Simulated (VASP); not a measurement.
# MgO (Imm2) in VASP: a series of runs

Runs on MgO. Level: r2SCAN. Tasks: single point.

All numbers are computed with VASP 6.6.1; they aren't measurements. Logs are shortened: lines on timing, memory, paths and dates and some standing lists are left out, and cuts for length are marked.

### Step 1. The cell of the first run

It takes space group Imm2 (No. 44, orthorhombic). The conventional cell has a = 3.020 Å, b = 4.270 Å, c = 3.020 Å, α = 90.00°, β = 90.00°, γ = 90.00°. Mg (site symmetry mm2) is surrounded by 4 O at 1.95 to 2.15 Å. O (site symmetry mm2) is surrounded by 4 Mg at 1.95 to 2.15 Å.

Measurements of this composition are mostly on another form, of space group No. 225.

### Step 2. Single point, r2SCAN (atom 2 (O) moved by (-0.200, -0.200) A along x and z)

Input file POSCAR:

```
MgO
1.0
    0.0000000000      2.1351500000      2.1351500000
    2.1351500000      0.0000000000      2.1351500000
    2.1351500000      2.1351500000      0.0000000000
Mg O
1 1
Direct
    0.0000000000      0.0000000000      0.0000000000
    0.5000000000      0.4063297661      0.5000000000
```

Input file INCAR.step1:

```
SYSTEM = MgO
ALGO = Normal ; EDIFF = 1E-4
ENCUT = 520 ; GGA = PE
ISMEAR = 0 ; LASPH = .True.
LCHARG = .False. ; LREAL = .False.
LWAVE = .True. ; NBANDS = 11
NELM = 60 ; PREC = Accurate
SIGMA = 0.05
```

Input file INCAR.step2:

```
SYSTEM = MgO
ALGO = Normal ; EDIFF = 1E-6
ENCUT = 520 ; ISIF = 2
ISMEAR = 0 ; ISTART = 1
LASPH = .True. ; LCHARG = .True.
LELF = .True. ; LMIXTAU = .True.
LREAL = .False. ; LVHAR = .True.
LWAVE = .False. ; METAGGA = R2SCAN
NBANDS = 11 ; NELM = 60
PREC = Accurate ; SIGMA = 0.05
```

Input file KPOINTS:

```
k-points
0
Gamma
  10 10 10
  0 0 0
```

Potentials or basis: VASP PAW PBE potentials, release 64 (Mg, O).

Launch:

```
$ cat potpaw_PBE.64/Mg/POTCAR potpaw_PBE.64/O/POTCAR > POTCAR
$ cp INCAR.step1 INCAR
$ mpirun -np 1 vasp_std > vasp.out
$ cp INCAR.step2 INCAR
$ mpirun -np 1 vasp_std > vasp.out
```

OUTCAR:

```text
SYSTEM = MgO
   EDIFF = 1E-6
   ENCUT = 520
   ISIF = 2
   ISMEAR = 0
   ISTART = 1
   LASPH = .True.
   LREAL = .False.
   METAGGA = R2SCAN
   NELM = 60
   PREC = Accurate

 ion  position               nearest neighbor table
   1  0.000  0.000  0.000-   2 1.95   2 1.95   2 2.15   2 2.15   2 2.34   2 2.34
   2  0.500  0.406  0.500-   1 1.95   1 1.95   1 2.15   1 2.15   1 2.34   1 2.34

  LATTYP: Found a face centered cubic cell.
 ALAT       =     4.2703000000

  Lattice vectors:

 A1 = (   0.0000000000,   2.1351500000,   2.1351500000)
 A2 = (   2.1351500000,   0.0000000000,   2.1351500000)
 A3 = (   2.1351500000,   2.1351500000,   0.0000000000)

Analysis of symmetry for initial positions (statically):
=====================================================================
 Subroutine PRICEL returns:
 Original cell was already a primitive cell.

 Routine SETGRP: Setting up the symmetry group for a
 face centered cubic supercell.

 Subroutine GETGRP returns: Found  4 space group operations
 (whereof  4 operations were pure point group operations)
 out of a pool of 48 trial point group operations.

The static configuration has the point symmetry C_2v.

Analysis of symmetry for dynamics (positions and initial velocities):
=====================================================================
 Subroutine PRICEL returns:
 Original cell was already a primitive cell.

 Routine SETGRP: Setting up the symmetry group for a
 face centered cubic supercell.

 Subroutine GETGRP returns: Found  4 space group operations
 (whereof  4 operations were pure point group operations)
 out of a pool of 48 trial point group operations.

The dynamic configuration has the point symmetry C_2v.

 Subroutine INISYM returns: Found  4 space group operations
 (whereof  4 operations are pure point group operations),
 and found     1 'primitive' translations

----------------------------------------------------------------------------------------

                                     Primitive cell

  volume of cell :      19.4677

  direct lattice vectors                    reciprocal lattice vectors
     0.000000000  2.135150000  2.135150000    -0.234175585  0.234175585  0.234175585
     2.135150000  0.000000000  2.135150000     0.234175585 -0.234175585  0.234175585
     2.135150000  2.135150000  0.000000000     0.234175585  0.234175585 -0.234175585

  length of vectors
     3.019558088  3.019558088  3.019558088     0.405604011  0.405604011  0.405604011

  position of ions in fractional coordinates (direct lattice)
     0.000000000  0.000000000  0.000000000
     0.500000000  0.406329766  0.500000000

  ion indices of the primitive-cell ions
   primitive index   ion index
                 1           1
                 2           2

----------------------------------------------------------------------------------------

 KPOINTS: k-points

Automatic generation of k-mesh.
 Grid dimensions read from file:
 generate k-points for:   10   10   10

 Generating k-lattice:

  Cartesian coordinates                     Fractional coordinates (reciprocal lattice)
    -0.023417558  0.023417558  0.023417558     0.100000000  0.000000000  0.000000000
     0.023417558 -0.023417558  0.023417558     0.000000000  0.100000000  0.000000000
     0.023417558  0.023417558 -0.023417558     0.000000000  0.000000000  0.100000000

  Length of vectors
     0.040560401  0.040560401  0.040560401

  Shift w.r.t. Gamma in fractional coordinates (k-lattice)
     0.000000000  0.000000000  0.000000000

 Subroutine IBZKPT returns following result:
 ===========================================

 Found    171 irreducible k-points:

 Following reciprocal coordinates:
            Coordinates               Weight
  0.000000  0.000000  0.000000      1.000000
  0.100000  0.000000  0.000000      4.000000
  0.000000  0.100000  0.000000      4.000000
  0.200000  0.000000  0.000000      4.000000
  0.000000  0.200000  0.000000      4.000000
  0.300000  0.000000  0.000000      4.000000
[... 16 lines left out ...]
  0.000000  0.400000  0.100000      8.000000
  0.100000  0.000000  0.400000      4.000000
 [... further k-points ...]
   k-points           NKPTS =    171   k-points in BZ     NKDIM =    171   number of bands    NBANDS=     11
   number of dos      NEDOS =    301   number of ions     NIONS =      2
   total plane-waves  NPLWV =  13824
   dimension x,y,z NGX =    24 NGY =   24 NGZ =   24
   dimension x,y,z NGXF=    48 NGYF=   48 NGZF=   48
   ions per type =               1   1
   NGX,Y,Z   is equivalent  to a cutoff of  13.21, 13.21, 13.21 a.u.
   NGXF,Y,Z  is equivalent  to a cutoff of  26.43, 26.43, 26.43 a.u.
 SYSTEM =  MgO
   PREC   = accura    normal or accurate (medium, high low for compatibility)
   ISTART =      1    job   : 0-new  1-cont  2-samecut
   ICHARG =      0    charge: 1-file 2-atom 10-const
   ISPIN  =      1    spin polarized calculation?
   LNONCOLLINEAR =      F non collinear calculations
   LSORBIT =      F    spin-orbit coupling
   LASPH  =      T    aspherical Exc in radial PAW
   ENCUT  =  520.0 eV  38.22 Ry    6.18 a.u.   5.61  5.61  5.61*2*pi/ulx,y,z
   NELM   =     60;   NELMIN=  2; NELMDL=  0     # of ELM steps
   EDIFF  = 0.1E-05   stopping-criterion for ELM
   LREAL  =      F    real-space projection
   EDIFFG = 0.1E-04   stopping-criterion for IOM
   NSW    =      0    number of steps for IOM
   IBRION =     -1    ionic relax: 0-MD 1-quasi-New 2-CG
   NFREE  =      0    steps in history (QN), initial steepest desc. (CG)
   ISIF   =      2    stress and relaxation
   ISYM   =      2    0-nonsym 1-usesym 2-fastsym
   POTIM  = 0.5000    time-step for ionic-motion
   TEBEG  =    0.0;   TEEND  =   0.0 temperature during run
   PSTRESS=    0.0 pullay stress
   NELECT =       8.0000    total number of electrons
   NUPDOWN=      -1.0000    fix difference up-down
   EMIN   =  10.00;   EMAX   =-10.00  energy-range for DOS
   EFERMI =   0.00;   METHOD = LEGACY
   ISMEAR =     0;   SIGMA  =   0.05  broadening in eV -4-tet -1-fermi 0-gaus
   EFERMI_NEDOS =   21; number of points for ismear=-14 and -15
   IALGO  =     38    algorithm
   IMIX   =      4    mixing-type and parameters
     AMIX     =   0.40;   BMIX     =  1.00
     AMIX_MAG =   1.60;   BMIX_MAG =  1.00
  volume/ion in A,a.u.               =       9.73        65.69
  Fermi-wavevector in a.u.,A,eV,Ry     =   1.217119  2.300022 20.155386  1.481379
  Thomas-Fermi vector in A             =   2.352450
   LORBIT       =      0    0 simple, 1 ext, 2 COOP (PROOUT), +10 PAW based schemes
   METAGGA = R2SCAN    functional components
   LHFCALC =     F    Hartree Fock is set to
   AEXX    =    0.0000 exact exchange contribution
   IVDW    =     0    specifies the selected vdW correction
   LEPSILON=     F    determine dielectric tensor
   LRPA    =     F    only Hartree local field effects (RPA)
 non-spin polarized calculation
 Gauss-broadening in eV      SIGMA  =   0.05
  energy-cutoff  :      520.00
  volume of cell :       19.47
 maximum number of plane-waves:       544
   NGX = 11   NGY = 11   NGZ = 11

 number of electron       8.0000000 magnetization

 Free energy of the ion-electron system (eV)
  ---------------------------------------------------
  ext. energy  EPLUGINS =         0.00000000
  ---------------------------------------------------
  free energy    TOTEN  =       -15.94432415 eV

  energy without entropy =      -15.94432415  energy(sigma->0) =      -15.94432415

 E-fermi :   2.7693     XC(G=0): -11.3533

 val. band max:        2.4240578666   @ k =   0.0000   0.0000   0.0000
 cond. band min:       7.5855424639   @ k =   0.0000   0.0000   0.0000
 fundamental gap:      5.1614845973
 Fermi energy:         2.7693382695

 k-point     1 :       0.0000    0.0000    0.0000
  band No.  band energies     occupation
      1     -15.5564      2.00000
      2       2.2965      2.00000
      3       2.4183      2.00000
      4       2.4241      2.00000
      5       7.5855      0.00000
      6      19.0423      0.00000
      7      19.3648      0.00000
      8      19.5118      0.00000
      9      22.8810      0.00000
     10      24.9038      0.00000
     11      24.9843      0.00000

 k-point     2 :       0.1000    0.0000    0.0000
  band No.  band energies     occupation
      1     -15.4616      2.00000
      2       1.7130      2.00000
      3       2.3227      2.00000
      4       2.4024      2.00000
      5       8.1840      0.00000
      6      17.7933      0.00000
      7      19.4565      0.00000
      8      19.7459      0.00000
      9      24.0109      0.00000
     10      24.1354      0.00000
     11      24.7909      0.00000

 k-point     3 :       0.0000    0.1000    0.0000
  band No.  band energies     occupation
      1     -15.4615      2.00000
      2       1.7996      2.00000
      3       2.2362      2.00000
      4       2.3735      2.00000
      5       8.2051      0.00000
      6      18.0459      0.00000
      7      19.2618      0.00000
      8      19.6444      0.00000
      9      24.0672      0.00000
     10      24.2321      0.00000
     11      24.7304      0.00000
[... 267 lines left out ...]
 k-point    23 :       0.0000    0.4000    0.1000
  band No.  band energies     occupation
      1     -14.5954      2.00000
      2      -1.2878      2.00000
      3       1.5940      2.00000
      4       1.7940      2.00000
      5      11.2744      0.00000
      6      15.2442      0.00000
      7      18.6202      0.00000
      8      20.1851      0.00000
      9      23.4697      0.00000
     10      25.6475      0.00000
     11      26.4030      0.00000

 k-point    24 :       0.1000    0.0000    0.4000
  band No.  band energies     occupation
      1     -14.5969      2.00000
      2      -1.3171      2.00000
      3       1.6622      2.00000
      4       1.8716      2.00000
      5      11.2028      0.00000
      6      15.0845      0.00000
      7      18.2393      0.00000
      8      20.6082      0.00000
      9      23.4937      0.00000
     10      25.4009      0.00000
     11      26.9379      0.00000

 [... further k-points ...]

------------------------ aborting loop because EDIFF is reached ----------------------------------------

  FORCE on cell =-STRESS in cart. coord.  units (eV):
  Direction    XX          YY          ZZ          XY          YZ          ZX
  --------------------------------------------------------------------------------------
  -------------------------------------------------------------------------------------
  Total        0.3582516     -1.1424037      0.3582516     -0.0000000      0.0000000     -0.2521443
  in kB       29.4838103    -94.0188679     29.4838103     -0.0000000      0.0000000    -20.7512638
  external PRESSURE =     -11.6837491 kB  Pullay stress =       0.0000000 kB

 VOLUME and BASIS-vectors are now :
 -----------------------------------------------------------------------------
  energy-cutoff  :      520.00
  volume of cell :       19.47
      direct lattice vectors                 reciprocal lattice vectors
     0.000000000  2.135150000  2.135150000    -0.234175585  0.234175585  0.234175585
     2.135150000  0.000000000  2.135150000     0.234175585 -0.234175585  0.234175585
     2.135150000  2.135150000  0.000000000     0.234175585  0.234175585 -0.234175585

 POSITION                                       TOTAL-FORCE (eV/Angst)
 -----------------------------------------------------------------------------------
      0.00000      0.00000      0.00000        -1.014181      0.000000     -1.014181
      1.93515      2.13515      1.93515         1.014181     -0.000000      1.014181
 -----------------------------------------------------------------------------------
    total drift:                                0.001166     -0.000004      0.001166

  FREE ENERGIE OF THE ION-ELECTRON SYSTEM (eV)
  ---------------------------------------------------
  free  energy   TOTEN  =       -15.9443241532 eV

  energy  without entropy=      -15.9443241532  energy(sigma->0) =      -15.94432415
```

It took 38 s on 1 thread of Intel Xeon 6975P-C (Granite Rapids), shared host; peak memory 0.17 GiB.

What came out:

- Free energy: -15.9443 eV
- Pressure: -1.2 GPa
- Largest force: 1.434 eV/Å
- Band gap on the k mesh: 5.16 eV, direct

Forces on the atoms (eV/Å):
```
Mg  -1.014  0.000 -1.014
O    1.014  0.000  1.014
```

Levels at points of the mesh, in eV from the valence-band top:
```csv
k point,band 2,band 3,band 4,band 5,band 6,band 7
"(0.00, 0.00, 0.00)",-0.13,-0.01,0.00,5.16,16.62,16.94
"(0.50, 0.00, 0.00)",-4.38,-0.60,-0.50,8.49,12.91,16.88
"(0.00, 0.50, 0.00)",-4.37,-0.72,-0.57,8.66,13.10,16.94
"(0.50, 0.50, 0.00)",-3.85,-1.31,-1.29,10.13,10.21,13.90
"(0.50, 0.00, 0.50)",-3.89,-1.39,-1.27,10.10,10.41,13.91
```

Caveat: the PAW data sets were made with another functional, which shifts forces and pressure a little.

### Step 3. Single point, r2SCAN (atom 2 (O) moved by (-0.200, -0.100) A along x and z)

POSCAR: that of step 2 with these lines changed.

```diff
@@ -9,2 +9,2 @@
     0.0000000000      0.0000000000      0.0000000000
-    0.5000000000      0.4063297661      0.5000000000
+    0.5234175585      0.4297473245      0.4765824415
```

Input file INCAR.step1:

```
SYSTEM = MgO
ALGO = Normal ; EDIFF = 1E-4
ENCUT = 520 ; GGA = PE
ISMEAR = 0 ; LASPH = .TRUE.
LCHARG = .FALSE. ; LREAL = .FALSE.
LWAVE = .TRUE. ; NBANDS = 11
NELM = 60 ; PREC = Accurate
SIGMA = 0.05
```

Input file INCAR.step2:

```
SYSTEM = MgO
ALGO = Normal ; EDIFF = 1E-6
ENCUT = 520 ; ISIF = 2
ISMEAR = 0 ; ISTART = 1
LASPH = .TRUE. ; LCHARG = .FALSE.
LMIXTAU = .TRUE. ; LREAL = .FALSE.
LWAVE = .FALSE. ; METAGGA = R2SCAN
NBANDS = 11 ; NELM = 60
PREC = Accurate ; SIGMA = 0.05
```

Input file KPOINTS:

```
k-points
0
G
  10 10 10
  0 0 0
```

Potentials or basis: VASP PAW PBE potentials, release 64 (Mg, O).

Launch:

```
$ cat potpaw_PBE.64/Mg/POTCAR potpaw_PBE.64/O/POTCAR > POTCAR
$ cp INCAR.step1 INCAR
$ mpirun -np 1 vasp_std > vasp.out
$ cp INCAR.step2 INCAR
$ mpirun -np 1 vasp_std > vasp.out
```

It took 58 s on 1 thread of Intel Xeon 6975P-C (Granite Rapids), shared host; peak memory 0.19 GiB.

Results (log left out):

| Quantity | Value |
| --- | --- |
| Free energy | -16.0125 eV |
| Pressure | -3.7 GPa |
| Largest force | 1.213 eV/Å |
| Band gap on the k mesh | 5.18 eV, direct |

Forces in eV/Å, atoms in the order of the input:
```
Mg  -1.145  0.000 -0.402
O    1.145  0.000  0.402
```

Stress tensor (GPa, compression positive):
```
 3.87  0.00 -0.92
 0.00 -8.98  0.00
-0.92  0.00 -5.99
```

Levels at points of the mesh, in eV from the valence-band top:
| k point | band 1 | band 2 | band 3 | band 4 | band 5 | band 6 | band 7 | band 8 |
| --- | --- | --- | --- | --- | --- | --- | --- | --- |
| (0.00, 0.00, 0.00) | -17.98 | -0.08 | 0.00 | 0.00 | 5.18 | 16.64 | 16.81 | 16.88 |
| (0.50, 0.00, 0.00) | -16.85 | -4.40 | -0.61 | -0.56 | 8.52 | 13.06 | 16.93 | 17.24 |
| (0.00, 0.50, 0.00) | -16.85 | -4.39 | -0.67 | -0.59 | 8.60 | 13.17 | 16.97 | 17.14 |
| (0.50, 0.50, 0.00) | -16.61 | -3.89 | -1.33 | -1.30 | 10.11 | 10.37 | 13.88 | 19.69 |
| (0.00, 0.50, 0.50) | -16.62 | -3.86 | -1.30 | -1.29 | 10.04 | 10.33 | 13.89 | 19.77 |
| (0.50, 0.00, 0.50) | -16.61 | -3.90 | -1.35 | -1.29 | 10.12 | 10.41 | 13.88 | 19.60 |

Caveat: the PAW data sets were made with another functional, which shifts forces and pressure a little.

(Part 1 of 2 ends here.)
